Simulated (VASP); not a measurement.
# Bi (C2/m) in VASP: further runs

Runs on Bi. Level: PBE. Tasks: single point.

Everything below comes from runs of VASP 6.6.1. Logs are shortened: lines on timing, memory, paths and dates and some standing lists are left out, and cuts for length are marked.

## Step 1: The crystal as given

It takes space group C2/m (No. 12, monoclinic). Conventional cell: a = 6.977 Å, b = 6.265 Å, c = 3.359 Å, α = 90.00°, β = 112.04°, γ = 90.00°. Around Bi (site symmetry m) lie 6 Bi at 3.21 to 3.45 Å.

This isn't the form of Bi at room conditions, which is rhombohedral.

## Step 2: Single point, PBE

Input file INCAR:

```
SYSTEM = Bi
ADDGRID = .False.
ALGO = Normal
EDIFF = 1E-6
ENCUT = 460
GGA = PE
ISIF = 2
ISMEAR = 1
LASPH = .True.
LCHARG = .False.
LREAL = .False.
LWAVE = .False.
NBANDS = 22
NELM = 100
PREC = Accurate
SIGMA = 0.2
```

Input file KPOINTS:

```
k-points
0
Gamma
  4 4 6
  0 0 0
```

Input file POSCAR:

```
Bi
1.0
    3.4885980000     -3.1325780000      0.0000000000
    3.4885980000      3.1325780000      0.0000000000
   -1.2602350000      0.0000000000      3.1135500000
Bi
2
Direct
    0.7530610000      0.7530610000      0.8573820000
    0.2469390000      0.2469390000      0.1426180000
```

Potentials or basis: VASP PAW PBE potentials, release 64 (Bi_d).

Launch:

```console
cat potpaw_PBE.64/Bi_d/POTCAR > POTCAR
mpirun -np 1 vasp_std > vasp.out
```

OUTCAR:

```text
SYSTEM = Bi
   EDIFF = 1E-6
   ENCUT = 460
   GGA = PE
   ISIF = 2
   ISMEAR = 1
   LASPH = .True.
   LREAL = .False.
   NELM = 100
   PREC = Accurate

 Found     34 irreducible k-points:

 Following reciprocal coordinates:
            Coordinates               Weight
  0.000000  0.000000  0.000000      1.000000
  0.250000  0.000000 -0.000000      4.000000
  0.500000  0.000000 -0.000000      2.000000
  0.250000  0.250000 -0.000000      2.000000
  0.500000  0.250000  0.000000      4.000000
 -0.250000  0.250000  0.000000      2.000000
   k-points           NKPTS =     34   k-points in BZ     NKDIM =     34   number of bands    NBANDS=     22
   number of dos      NEDOS =    301   number of ions     NIONS =      2
   total plane-waves  NPLWV =  31104
   dimension x,y,z NGX =    36 NGY =   36 NGZ =   24
   dimension x,y,z NGXF=    72 NGYF=   72 NGZF=   48
   ions per type =               2
   NGX,Y,Z   is equivalent  to a cutoff of  12.76, 12.76, 11.88 a.u.
   NGXF,Y,Z  is equivalent  to a cutoff of  25.53, 25.53, 23.76 a.u.
 SYSTEM =  Bi
   PREC   = accura    normal or accurate (medium, high low for compatibility)
   ISTART =      0    job   : 0-new  1-cont  2-samecut
   ICHARG =      2    charge: 1-file 2-atom 10-const
   ISPIN  =      1    spin polarized calculation?
   LNONCOLLINEAR =      F non collinear calculations
   LSORBIT =      F    spin-orbit coupling
   LASPH  =      T    aspherical Exc in radial PAW
   ENCUT  =  460.0 eV  33.81 Ry    5.81 a.u.   8.20  8.20  5.87*2*pi/ulx,y,z
   NELM   =    100;   NELMIN=  2; NELMDL= -5     # of ELM steps
   EDIFF  = 0.1E-05   stopping-criterion for ELM
   LREAL  =      F    real-space projection
   EDIFFG = 0.1E-04   stopping-criterion for IOM
   NSW    =      0    number of steps for IOM
   IBRION =     -1    ionic relax: 0-MD 1-quasi-New 2-CG
   NFREE  =      0    steps in history (QN), initial steepest desc. (CG)
   ISIF   =      2    stress and relaxation
   ISYM   =      2    0-nonsym 1-usesym 2-fastsym
   POTIM  = 0.5000    time-step for ionic-motion
   TEBEG  =    0.0;   TEEND  =   0.0 temperature during run
   PSTRESS=    0.0 pullay stress
   NELECT =      30.0000    total number of electrons
   NUPDOWN=      -1.0000    fix difference up-down
   EMIN   =  10.00;   EMAX   =-10.00  energy-range for DOS
   EFERMI =   0.00;   METHOD = LEGACY
   ISMEAR =     1;   SIGMA  =   0.20  broadening in eV -4-tet -1-fermi 0-gaus
   EFERMI_NEDOS =   21; number of points for ismear=-14 and -15
   IALGO  =     38    algorithm
   IMIX   =      4    mixing-type and parameters
     AMIX     =   0.40;   BMIX     =  1.00
     AMIX_MAG =   1.60;   BMIX_MAG =  1.00
  volume/ion in A,a.u.               =      34.03       229.62
  Fermi-wavevector in a.u.,A,eV,Ry     =   1.245955  2.354514 21.121737  1.552404
  Thomas-Fermi vector in A             =   2.380154
   LORBIT       =      0    0 simple, 1 ext, 2 COOP (PROOUT), +10 PAW based schemes
   GGA     = PE    functional components
   LHFCALC =     F    Hartree Fock is set to
   AEXX    =    0.0000 exact exchange contribution
   IVDW    =     0    specifies the selected vdW correction
   LEPSILON=     F    determine dielectric tensor
   LRPA    =     F    only Hartree local field effects (RPA)
 non-spin polarized calculation
 Methfessel and Paxton  Order N= 1 SIGMA  =   0.20
  energy-cutoff  :      460.00
  volume of cell :       68.05
 maximum number of plane-waves:      1540
 NGX is ok and might be reduce to    36
   NGX = 17   NGY = 17   NGZ = 11

 number of electron      29.9999993 magnetization

 Free energy of the ion-electron system (eV)
  ---------------------------------------------------
  ext. energy  EPLUGINS =         0.00000000
  ---------------------------------------------------
  free energy    TOTEN  =        -7.70399333 eV

  energy without entropy =       -7.70297589  energy(sigma->0) =       -7.70365419

 E-fermi :   6.7225     XC(G=0):  -9.7827

 val. band max:        6.7161447773   @ k =   0.0000   0.0000   0.3333
 cond. band min:       6.8047460132   @ k =   0.5000   0.5000   0.1667
 fundamental gap:      0.0886012359
 Fermi energy:         6.7225117851

 k-point     1 :       0.0000    0.0000    0.0000
  band No.  band energies     occupation
      1     -16.1975      2.00000
      2     -16.1821      2.00000
      3     -16.1389      2.00000
      4     -16.1002      2.00000
      5     -16.0292      2.00000
      6     -16.0050      2.00000
      7     -15.9905      2.00000
      8     -15.9796      2.00000
      9     -15.9377      2.00000
     10     -15.8489      2.00000
     11      -6.3281      2.00000
     12      -2.4093      2.00000
     13       3.7057      2.00000
     14       3.9850      2.00000
     15       9.5496     -0.00000
     16       9.8310     -0.00000
     17      10.4986     -0.00000
     18      10.8661      0.00000
     19      11.0284      0.00000
     20      13.4985      0.00000
     21      14.9966      0.00000
     22      15.4747      0.00000

 k-point     2 :       0.2500    0.0000   -0.0000
  band No.  band energies     occupation
      1     -16.1861      2.00000
      2     -16.1691      2.00000
      3     -16.1424      2.00000
      4     -16.0758      2.00000
      5     -16.0271      2.00000
      6     -16.0090      2.00000
      7     -15.9847      2.00000
      8     -15.9713      2.00000
      9     -15.9560      2.00000
     10     -15.8857      2.00000
     11      -5.9262      2.00000
     12      -3.2599      2.00000
     13       4.3312      2.00000
     14       4.4336      2.00000
     15       7.9524     -0.00000
     16       8.4452     -0.00000
     17      10.4466     -0.00000
     18      11.2252      0.00000
     19      11.3351      0.00000
     20      14.7649      0.00000
     21      15.6570      0.00000
     22      16.5665      0.00000

 k-point     3 :       0.5000    0.0000   -0.0000
  band No.  band energies     occupation
      1     -16.1889      2.00000
      2     -16.1651      2.00000
      3     -16.0973      2.00000
      4     -16.0533      2.00000
      5     -16.0324      2.00000
      6     -16.0049      2.00000
      7     -15.9963      2.00000
      8     -15.9737      2.00000
      9     -15.9497      2.00000
     10     -15.9434      2.00000
     11      -4.8884      2.00000
     12      -4.6825      2.00000
     13       5.6351      2.00000
     14       5.8075      2.00000
     15       6.0390      2.00001
     16       6.0989      2.00010
     17      10.1673     -0.00000
     18      11.2984      0.00000
     19      14.4143      0.00000
     20      15.1344      0.00000
     21      15.3755      0.00000
     22      15.8111      0.00000

 k-point     4 :       0.2500    0.2500   -0.0000
  band No.  band energies     occupation
      1     -16.1848      2.00000
      2     -16.1702      2.00000
      3     -16.1042      2.00000
      4     -16.0591      2.00000
      5     -16.0267      2.00000
      6     -16.0180      2.00000
      7     -15.9923      2.00000
      8     -15.9687      2.00000
      9     -15.9615      2.00000
     10     -15.9213      2.00000
     11      -5.6003      2.00000
     12      -3.5026      2.00000
     13       2.6101      2.00000
     14       4.9255      2.00000
     15       7.1591     -0.00847
     16      10.0313     -0.00000
     17      11.2359      0.00000
     18      11.3010      0.00000
     19      12.2786      0.00000
     20      14.7432      0.00000
     21      15.6666      0.00000
     22      16.9367      0.00000

 k-point     5 :       0.5000    0.2500    0.0000
  band No.  band energies     occupation
      1     -16.1890      2.00000
      2     -16.1733      2.00000
      3     -16.0719      2.00000
      4     -16.0344      2.00000
      5     -16.0244      2.00000
      6     -16.0052      2.00000
      7     -16.0002      2.00000
      8     -15.9833      2.00000
      9     -15.9669      2.00000
     10     -15.9569      2.00000
     11      -4.7018      2.00000
     12      -4.4727      2.00000
     13       2.9428      2.00000
     14       3.0851      2.00000
     15       9.4807     -0.00000
     16       9.6500     -0.00000
     17      10.1468     -0.00000
     18      10.9687      0.00000
     19      14.9826      0.00000
     20      15.5256      0.00000
     21      15.9175      0.00000
     22      16.4172      0.00000

 k-point     6 :      -0.2500    0.2500    0.0000
  band No.  band energies     occupation
      1     -16.1908      2.00000
      2     -16.1668      2.00000
      3     -16.1334      2.00000
      4     -16.0550      2.00000
      5     -16.0136      2.00000
      6     -16.0059      2.00000
      7     -15.9793      2.00000
      8     -15.9768      2.00000
      9     -15.9715      2.00000
     10     -15.9126      2.00000
     11      -5.5137      2.00000
     12      -3.6863      2.00000
     13       2.7078      2.00000
     14       5.2184      2.00000
     15       7.1399     -0.01194
     16      10.4372     -0.00000
     17      10.7167     -0.00000
     18      10.8429      0.00000
     19      12.5278      0.00000
     20      14.3363      0.00000
     21      15.4174      0.00000
     22      15.4689      0.00000

 [... further k-points ...]

------------------------ aborting loop because EDIFF is reached ----------------------------------------

  FORCE on cell =-STRESS in cart. coord.  units (eV):
  Direction    XX          YY          ZZ          XY          YZ          ZX
  --------------------------------------------------------------------------------------
  -------------------------------------------------------------------------------------
  Total        0.4287253     -0.2468171     -0.2660847      0.0000000      0.0000000      0.0289411
  in kB       10.0937150     -5.8109499     -6.2645770      0.0000000      0.0000000      0.6813770
  external PRESSURE =      -0.6606040 kB  Pullay stress =       0.0000000 kB

 VOLUME and BASIS-vectors are now :
 -----------------------------------------------------------------------------
  energy-cutoff  :      460.00
  volume of cell :       68.05
      direct lattice vectors                 reciprocal lattice vectors
     3.488598000 -3.132578000  0.000000000     0.143324052 -0.159612945  0.058011590
     3.488598000  3.132578000  0.000000000     0.143324052  0.159612945  0.058011590
    -1.260235000  0.000000000  3.113550000     0.000000000  0.000000000  0.321176792

 POSITION                                       TOTAL-FORCE (eV/Angst)
 -----------------------------------------------------------------------------------
      4.17375      0.00000      2.66950         0.032300      0.000000      0.101716
      1.54321      0.00000      0.44405        -0.032300      0.000000     -0.101716
 -----------------------------------------------------------------------------------
    total drift:                               -0.000000      0.000000      0.000000

  FREE ENERGIE OF THE ION-ELECTRON SYSTEM (eV)
  ---------------------------------------------------
  free  energy   TOTEN  =        -7.7039933321 eV

  energy  without entropy=       -7.7029758909  energy(sigma->0) =       -7.70365419
```

Wall time 19 s (1 thread of Intel Xeon 6975P-C (Granite Rapids), shared host); peak memory 0.18 GiB.

The run converged, but some of its settings lie outside the range that counts as converged, so its numbers aren't taken as properties of the crystal.

Results:

| Property | Result |
| --- | --- |
| Free energy | -7.7040 eV |
| Pressure | -0.1 GPa |
| Largest force | 0.107 eV/Å |
| Band gap on the k mesh | none (metal or under the smearing width) |

Caveat: spin-orbit coupling is left out, which moves the levels of the heavy elements.

## Step 3: Single point, PBE

INCAR: that of step 2 with these lines changed.

```diff
@@ -15,2 +15,2 @@
 PREC = Accurate
-SIGMA = 0.2
+SIGMA = 0.1
```

KPOINTS is that of step 2.

POSCAR is that of step 2.

Potentials or basis: VASP PAW PBE potentials, release 64 (Bi_d).

Launch:

```console
cat potpaw_PBE.64/Bi_d/POTCAR > POTCAR
mpirun -np 1 vasp_std > vasp.out
```

Wall time 12 s (1 thread of Intel Xeon 6975P-C (Granite Rapids), shared host); peak memory 0.18 GiB.

These settings aren't checked as converged: the numbers below hold their error.

What came out:

```yaml
Free_energy: -7.7034 eV
Pressure: -0.1 GPa
Largest_force: 0.120 eV/Å
Band_gap_on_the_k_mesh: none (metal or under the smearing width)
```

Caveat: spin-orbit coupling is left out, which moves the levels of the heavy elements.

## Step 4: Single point, PBE

INCAR: that of step 3 with these lines changed.

```diff
@@ -15,2 +15,2 @@
 PREC = Accurate
-SIGMA = 0.1
+SIGMA = 0.05
```

KPOINTS is that of step 3.

POSCAR is that of step 3.

Launch:

```console
cat potpaw_PBE.64/Bi_d/POTCAR > POTCAR
mpirun -np 1 vasp_std > vasp.out
```

Wall time 17 s (1 thread of Intel Xeon 6975P-C (Granite Rapids), shared host); peak memory 0.18 GiB.

These settings aren't checked as converged: the numbers below hold their error.

What came out:

```yaml
Free_energy: -7.7031 eV
Pressure: -0.1 GPa
Largest_force: 0.125 eV/Å
Band_gap_on_the_k_mesh: none (metal or under the smearing width)
```

Caveat: spin-orbit coupling is left out, which moves the levels of the heavy elements.

## Step 5: Single point, PBE

INCAR: that of step 4 with these lines changed.

```diff
@@ -15,2 +15,2 @@
 PREC = Accurate
-SIGMA = 0.05
+SIGMA = 0.02
```

KPOINTS is that of step 4.

POSCAR is that of step 4.

Launch:

```console
cat potpaw_PBE.64/Bi_d/POTCAR > POTCAR
mpirun -np 1 vasp_std > vasp.out
```

Run time: 15 s. Hardware: 1 thread of Intel Xeon 6975P-C (Granite Rapids), shared host; peak memory 0.18 GiB.

The run converged, but some of its settings lie outside the range that counts as converged, so its numbers aren't taken as properties of the crystal.

Results:

- Free energy: -7.7026 eV
- Pressure: -0.1 GPa
- Largest force: 0.124 eV/Å
- Band gap on the k mesh: none (metal or under the smearing width)

Caveat: spin-orbit coupling is left out, which moves the levels of the heavy elements.

## Step 6: Single point, PBE

INCAR: that of step 5 with these lines changed.

```diff
@@ -14,3 +14,3 @@
 NELM = 100
-PREC = Accurate
-SIGMA = 0.02
+PREC = Low
+SIGMA = 0.15
```

KPOINTS is that of step 5.

POSCAR is that of step 5.

Potentials or basis: VASP PAW PBE potentials, release 64 (Bi_d).

Launch:

```console
cat potpaw_PBE.64/Bi_d/POTCAR > POTCAR
mpirun -np 1 vasp_std > vasp.out
```

Run time: 9.1 s. Hardware: 1 thread of Intel Xeon 6975P-C (Granite Rapids), shared host; peak memory 0.13 GiB.

The run converged, but some of its settings lie outside the range that counts as converged, so its numbers aren't taken as properties of the crystal.

What came out:

- Free energy: -7.7014 eV
- Pressure: 0.0 GPa
- Largest force: 0.113 eV/Å
- Band gap on the k mesh: none (metal or under the smearing width)

Caveat: spin-orbit coupling is left out, which moves the levels of the heavy elements.

## Step 7: For comparison

An earlier run on the cell as given: functional PBEsol; potentials or basis VASP PAW PBE potentials, release 64 (Bi_d); cutoff 520 eV; k mesh 6 × 6 × 9; occupations fermi-dirac, width 0.05 eV; no spin polarisation.

- Pressure: -2.5 GPa
- Largest force: 0.057 eV/Å
- Band gap on the k mesh: none (metal or under the smearing width)
